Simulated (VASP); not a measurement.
# CuO (F-43m) in VASP: notebook

One crystal, CuO, is run at these levels: PBEsol+U, r2SCAN+U; tasks: single point.

Program: VASP 6.6.1. These are calculated values, not measurements. Logs are shortened: lines on timing, memory, paths and dates and some standing lists are left out, and cuts for length are marked.

### Step 1. Starting point

The structure is cubic, space group F-43m (No. 216). Conventional cell: a = 4.655 Å, b = 4.655 Å, c = 4.655 Å, α = 90.00°, β = 90.00°, γ = 90.00°. Around Cu (site symmetry -43m) lie 4 O at 2.02 Å. O (site symmetry -43m) is surrounded by 4 Cu at 2.02 Å.

Measurements of this composition are mostly on another form, of space group No. 15.

### Step 2. Single point, PBEsol+U, collinear spin, random start

File INCAR:

```
SYSTEM = CuO
PREC = Accurate
ENCUT = 520
EDIFF = 1E-6
ISMEAR = 0
SIGMA = 0.05
LREAL = .FALSE.
LASPH = .TRUE.
NELM = 100
ALGO = Normal
ISIF = 2
LWAVE = .FALSE.
LCHARG = .FALSE.
ISPIN = 2
MAGMOM = 0.37 0
LORBIT = 11
LMAXMIX = 4
LDAU = .TRUE.
LDAUTYPE = 2
LDAUL = 2 -1
LDAUU = 2 0
LDAUJ = 0 0
LDAUPRINT = 1
GGA = PS
```

File KPOINTS:

```
regular mesh
0
G
  7 7 7
  0 0 0
```

File POSCAR:

```
CuO
1.0
    0.0000000000      2.3272527300      2.3272527300
    2.3272527300      0.0000000000      2.3272527300
    2.3272527300      2.3272527300      0.0000000000
Cu O
1 1
Direct
    0.0000000000      0.0000000000      0.0000000000
    0.2500000000      0.2500000000      0.2500000000
```

Potentials or basis: VASP PAW PBE potentials, release 64 (Cu, O).

Command:

```sh
$ cat potpaw_PBE.64/Cu/POTCAR potpaw_PBE.64/O/POTCAR > POTCAR
$ mpirun -np 1 vasp_std > vasp.out
```

OUTCAR:

```text
SYSTEM = CuO
   PREC = Accurate
   ENCUT = 520
   EDIFF = 1E-6
   ISMEAR = 0
   LREAL = .FALSE.
   LASPH = .TRUE.
   NELM = 100
   ISIF = 2
   ISPIN = 2
   LORBIT = 11
   GGA = PS

 ion  position               nearest neighbor table
   1  0.000  0.000  0.000-   2 2.02   2 2.02   2 2.02   2 2.02
   2  0.250  0.250  0.250-   1 2.02   1 2.02   1 2.02   1 2.02

  LATTYP: Found a face centered cubic cell.
 ALAT       =     4.6545054600

  Lattice vectors:

 A1 = (   0.0000000000,   2.3272527300,   2.3272527300)
 A2 = (   2.3272527300,   0.0000000000,   2.3272527300)
 A3 = (   2.3272527300,   2.3272527300,   0.0000000000)

Analysis of symmetry for initial positions (statically):
=====================================================================
 Subroutine PRICEL returns:
 Original cell was already a primitive cell.

 Routine SETGRP: Setting up the symmetry group for a
 face centered cubic supercell.

 Subroutine GETGRP returns: Found 24 space group operations
 (whereof 24 operations were pure point group operations)
 out of a pool of 48 trial point group operations.

The static configuration has the point symmetry T_d .

Analysis of symmetry for dynamics (positions and initial velocities):
=====================================================================
 Subroutine PRICEL returns:
 Original cell was already a primitive cell.

 Routine SETGRP: Setting up the symmetry group for a
 face centered cubic supercell.

 Subroutine GETGRP returns: Found 24 space group operations
 (whereof 24 operations were pure point group operations)
 out of a pool of 48 trial point group operations.

The dynamic configuration has the point symmetry T_d .

Analysis of structural, dynamic, and magnetic symmetry:
=====================================================================
 Subroutine PRICEL returns:
 Original cell was already a primitive cell.

 Routine SETGRP: Setting up the symmetry group for a
 face centered cubic supercell.

 Subroutine GETGRP returns: Found 24 space group operations
 (whereof 24 operations were pure point group operations)
 out of a pool of 48 trial point group operations.

The overall configuration has the point symmetry T_d .

 Subroutine INISYM returns: Found 24 space group operations
 (whereof 24 operations are pure point group operations),
 and found     1 'primitive' translations

----------------------------------------------------------------------------------------

                                     Primitive cell

  volume of cell :      25.2093

  direct lattice vectors                    reciprocal lattice vectors
     0.000000000  2.327252730  2.327252730    -0.214845596  0.214845596  0.214845596
     2.327252730  0.000000000  2.327252730     0.214845596 -0.214845596  0.214845596
     2.327252730  2.327252730  0.000000000     0.214845596  0.214845596 -0.214845596

  length of vectors
     3.291232374  3.291232374  3.291232374     0.372123488  0.372123488  0.372123488

  position of ions in fractional coordinates (direct lattice)
     0.000000000  0.000000000  0.000000000
     0.250000000  0.250000000  0.250000000

  ion indices of the primitive-cell ions
   primitive index   ion index
                 1           1
                 2           2

----------------------------------------------------------------------------------------

 KPOINTS: regular mesh

Automatic generation of k-mesh.
 Grid dimensions read from file:
 generate k-points for:    7    7    7

 Generating k-lattice:

  Cartesian coordinates                     Fractional coordinates (reciprocal lattice)
    -0.030692228  0.030692228  0.030692228     0.142857143  0.000000000  0.000000000
     0.030692228 -0.030692228  0.030692228     0.000000000  0.142857143  0.000000000
     0.030692228  0.030692228 -0.030692228     0.000000000  0.000000000  0.142857143

  Length of vectors
     0.053160498  0.053160498  0.053160498

  Shift w.r.t. Gamma in fractional coordinates (k-lattice)
     0.000000000  0.000000000  0.000000000

 Subroutine IBZKPT returns following result:
 ===========================================

 Found     20 irreducible k-points:

 Following reciprocal coordinates:
            Coordinates               Weight
  0.000000  0.000000  0.000000      1.000000
  0.142857  0.000000  0.000000      8.000000
  0.285714  0.000000  0.000000      8.000000
[... 48 lines left out ...]
   EMIN   =  10.00;   EMAX   =-10.00  energy-range for DOS
   EFERMI =   0.00;   METHOD = LEGACY
   ISMEAR =     0;   SIGMA  =   0.05  broadening in eV -4-tet -1-fermi 0-gaus
   EFERMI_NEDOS =   21; number of points for ismear=-14 and -15
   IALGO  =     38    algorithm
   IMIX   =      4    mixing-type and parameters
     AMIX     =   0.40;   BMIX     =  1.00
     AMIX_MAG =   1.60;   BMIX_MAG =  1.00
  volume/ion in A,a.u.               =      12.60        85.06
  Fermi-wavevector in a.u.,A,eV,Ry     =   1.435614  2.712916 28.041426  2.060987
  Thomas-Fermi vector in A             =   2.554893
   LORBIT       =     11    0 simple, 1 ext, 2 COOP (PROOUT), +10 PAW based schemes
 LDA+U is selected, type is set to LDAUTYPE =  2
   angular momentum for each species LDAUL =     2   -1
   U (eV)           for each species LDAUU =   2.0  0.0
   J (eV)           for each species LDAUJ =   0.0  0.0
   GGA     = PS    functional components
   LHFCALC =     F    Hartree Fock is set to
   AEXX    =    0.0000 exact exchange contribution
   IVDW    =     0    specifies the selected vdW correction
   LEPSILON=     F    determine dielectric tensor
   LRPA    =     F    only Hartree local field effects (RPA)
 spin polarized calculation
 Gauss-broadening in eV      SIGMA  =   0.05
  energy-cutoff  :      520.00
  volume of cell :       25.21
 maximum number of plane-waves:       688
   NGX = 13   NGY = 13   NGZ = 13

 number of electron      16.9999985 magnetization       0.9709299

 Free energy of the ion-electron system (eV)
  ---------------------------------------------------
  ext. energy  EPLUGINS =         0.00000000
  ---------------------------------------------------
  free energy    TOTEN  =       -11.99493937 eV

  energy without entropy =      -11.98891311  energy(sigma->0) =      -11.99192624

atom =   1  type =  1  l = 2

 onsite density matrix

spin component  1

  0.9571 -0.0000 -0.0000 -0.0000  0.0000
 -0.0000  0.9571 -0.0000  0.0000  0.0000
 -0.0000 -0.0000  0.9672 -0.0000  0.0000
 -0.0000  0.0000 -0.0000  0.9571 -0.0000
  0.0000  0.0000  0.0000 -0.0000  0.9672

spin component  2

  0.8280  0.0000  0.0000  0.0000 -0.0000
  0.0000  0.8280 -0.0000 -0.0000  0.0000
  0.0000 -0.0000  0.9426  0.0000 -0.0000
  0.0000 -0.0000  0.0000  0.8280  0.0000
 -0.0000  0.0000 -0.0000  0.0000  0.9426

 occupancies and eigenvectors

  o =  0.8280  v =  0.0000  0.0000  0.0000  0.0000  0.0000  1.0000  0.0000  0.0000  0.0000  0.0000      0.0000  0.0000  0.0000  0.0000  0.0000  0.0000  0.0000  0.0000  0.0000  0.0000
  o =  0.8280  v =  0.0000  0.0000  0.0000  0.0000  0.0000  0.0000 -0.3508  0.0000  0.9365  0.0000      0.0000  0.0000  0.0000  0.0000  0.0000  0.0000  0.0000  0.0000  0.0000  0.0000
  o =  0.8280  v =  0.0000  0.0000  0.0000  0.0000  0.0000  0.0000 -0.9365 -0.0000 -0.3508 -0.0000      0.0000  0.0000  0.0000  0.0000  0.0000  0.0000  0.0000  0.0000  0.0000  0.0000
  o =  0.9426  v =  0.0000  0.0000  0.0000  0.0000  0.0000  0.0000 -0.0000  0.4939 -0.0000  0.8695      0.0000  0.0000  0.0000  0.0000  0.0000  0.0000  0.0000  0.0000  0.0000  0.0000
  o =  0.9426  v =  0.0000  0.0000  0.0000  0.0000  0.0000  0.0000 -0.0000  0.8695 -0.0000 -0.4939      0.0000  0.0000  0.0000  0.0000  0.0000  0.0000  0.0000  0.0000  0.0000  0.0000
  o =  0.9571  v =  0.0000 -0.5211 -0.0000  0.8535  0.0000  0.0000  0.0000  0.0000  0.0000  0.0000      0.0000  0.0000  0.0000  0.0000  0.0000  0.0000  0.0000  0.0000  0.0000  0.0000
  o =  0.9571  v =  0.0000 -0.8535  0.0000 -0.5211 -0.0000  0.0000  0.0000  0.0000  0.0000  0.0000      0.0000  0.0000  0.0000  0.0000  0.0000  0.0000  0.0000  0.0000  0.0000  0.0000
  o =  0.9571  v =  1.0000  0.0000  0.0000  0.0000  0.0000  0.0000  0.0000  0.0000  0.0000  0.0000      0.0000  0.0000  0.0000  0.0000  0.0000  0.0000  0.0000  0.0000  0.0000  0.0000
  o =  0.9672  v =  0.0000  0.0000  0.5884  0.0000 -0.8086  0.0000  0.0000  0.0000  0.0000  0.0000      0.0000  0.0000  0.0000  0.0000  0.0000  0.0000  0.0000  0.0000  0.0000  0.0000
  o =  0.9672  v =  0.0000 -0.0000  0.8086  0.0000  0.5884  0.0000  0.0000  0.0000  0.0000  0.0000      0.0000  0.0000  0.0000  0.0000  0.0000  0.0000  0.0000  0.0000  0.0000  0.0000

 number of electron      16.9999985 magnetization       0.7542421

 Free energy of the ion-electron system (eV)
  ---------------------------------------------------
  ext. energy  EPLUGINS =         0.00000000
  ---------------------------------------------------
  free energy    TOTEN  =        -9.50281136 eV

  energy without entropy =       -9.50054010  energy(sigma->0) =       -9.50167573

 E-fermi :   2.6788     XC(G=0): -10.8252

 val. band max:        2.6460160655   @ k =  -0.4286   0.2857   0.1429
 cond. band min:       2.7128085088   @ k =   0.2857   0.2857   0.0000
 fundamental gap:      0.0667924433
 Fermi energy:         2.6788491179

 spin component 1

 k-point     1 :       0.0000    0.0000    0.0000
  band No.  band energies     occupation
      1     -15.5518      1.00000
      2      -2.0428      1.00000
      3      -2.0428      1.00000
      4      -2.0428      1.00000
      5       0.3095      1.00000
      6       0.3095      1.00000
      7       3.0154      0.00000
      8       3.0154      0.00000
      9       3.0154      0.00000
     10       3.6631      0.00000
     11      16.6532      0.00000
     12      16.6532      0.00000
[... 271 lines left out ...]
 k-point    20 :      -0.2857    0.4286    0.1429
  band No.  band energies     occupation
      1     -14.8865      1.00000
      2      -2.3071      1.00000
      3      -1.8011      1.00000
      4      -1.3093      1.00000
      5       0.0485      1.00000
      6       0.3459      1.00000
      7       0.6177      1.00000
      8       0.9412      1.00000
      9       1.7327      1.00000
     10      10.0768      0.00000
     11      11.6035      0.00000
     12      12.9359      0.00000
 Fermi energy:         2.6788491179

 spin component 2

 k-point     1 :       0.0000    0.0000    0.0000
  band No.  band energies     occupation
      1     -15.0856      1.00000
      2      -1.4381      1.00000
      3      -1.4381      1.00000
      4      -1.4381      1.00000
      5       0.6942      1.00000
      6       0.6942      1.00000
      7       3.7555      0.00000
      8       3.7555      0.00000
      9       3.7555      0.00000
     10       3.7865      0.00000
     11      16.7142      0.00000
     12      16.7142      0.00000
[... 271 lines left out ...]
 k-point    20 :      -0.2857    0.4286    0.1429
  band No.  band energies     occupation
      1     -14.3701      1.00000
      2      -1.9181      1.00000
      3      -1.4174      1.00000
      4      -0.7844      1.00000
      5       0.6992      1.00000
      6       0.8538      1.00000
      7       1.3038      1.00000
      8       1.5503      1.00000
      9       2.3348      1.00000
     10      10.2813      0.00000
     11      11.8494      0.00000
     12      13.1183      0.00000

------------------------ aborting loop because EDIFF is reached ----------------------------------------

  FORCE on cell =-STRESS in cart. coord.  units (eV):
  Direction    XX          YY          ZZ          XY          YZ          ZX
  --------------------------------------------------------------------------------------
  -------------------------------------------------------------------------------------
  Total       -2.3705959     -2.3705959     -2.3705959      0.0000000      0.0000000      0.0000000
  in kB     -150.6633000   -150.6633000   -150.6633000      0.0000000      0.0000000      0.0000000
  external PRESSURE =    -150.6633000 kB  Pullay stress =       0.0000000 kB

 VOLUME and BASIS-vectors are now :
 -----------------------------------------------------------------------------
  energy-cutoff  :      520.00
  volume of cell :       25.21
      direct lattice vectors                 reciprocal lattice vectors
     0.000000000  2.327252730  2.327252730    -0.214845596  0.214845596  0.214845596
     2.327252730  0.000000000  2.327252730     0.214845596 -0.214845596  0.214845596
     2.327252730  2.327252730  0.000000000     0.214845596  0.214845596 -0.214845596

 POSITION                                       TOTAL-FORCE (eV/Angst)
 -----------------------------------------------------------------------------------
      0.00000      0.00000      0.00000        -0.000000      0.000000     -0.000000
      1.16363      1.16363      1.16363         0.000000     -0.000000      0.000000
 -----------------------------------------------------------------------------------
    total drift:                                0.000001      0.000001      0.000000

  FREE ENERGIE OF THE ION-ELECTRON SYSTEM (eV)
  ---------------------------------------------------
  free  energy   TOTEN  =        -9.5028113551 eV

  energy  without entropy=       -9.5005401036  energy(sigma->0) =       -9.50167573

 total charge

# of ion       s       p       d       tot
------------------------------------------
    1        0.328   0.336   9.155   9.820
    2        1.558   3.314   0.000   4.873
--------------------------------------------------
tot          1.887   3.650   9.155  14.692

 magnetization (x)

# of ion       s       p       d       tot
------------------------------------------
    1       -0.005   0.011   0.437   0.443
    2        0.006   0.275   0.000   0.281
--------------------------------------------------
tot          0.000   0.287   0.437   0.724
```

Wall time 13 s (1 thread of Intel Xeon Platinum 8259CL at 2.50GHz (Skylake/Cascade Lake), shared host); peak memory 0.14 GiB.

Results:

```yaml
Free_energy: -9.5028 eV
Pressure: -15.1 GPa
Band_gap_on_the_k_mesh: none (metal or under the smearing width)
Net_moment: 0.75 μB per cell
Site_moments: Cu +0.44; O +0.28 μB
Valence_electrons_inside_the_program's_atomic_spheres: Cu 9.82; O 4.87
```

Eigenvalues of the final occupation matrices:
| site | spin | trace | eigenvalues |
| --- | --- | --- | --- |
| site 1 d | 1 | 4.81 | 0.96 0.96 0.96 0.97 0.97 |
| site 1 d | 2 | 4.37 | 0.83 0.83 0.83 0.94 0.94 |

Caveat: the PAW data sets were made with another functional, which shifts forces and pressure a little; a cell with one magnetic atom can't hold antiferromagnetic order, which such compounds often take. The state reached can hang on the start; a lower one may exist.

(Part 1 of 2 ends here.)
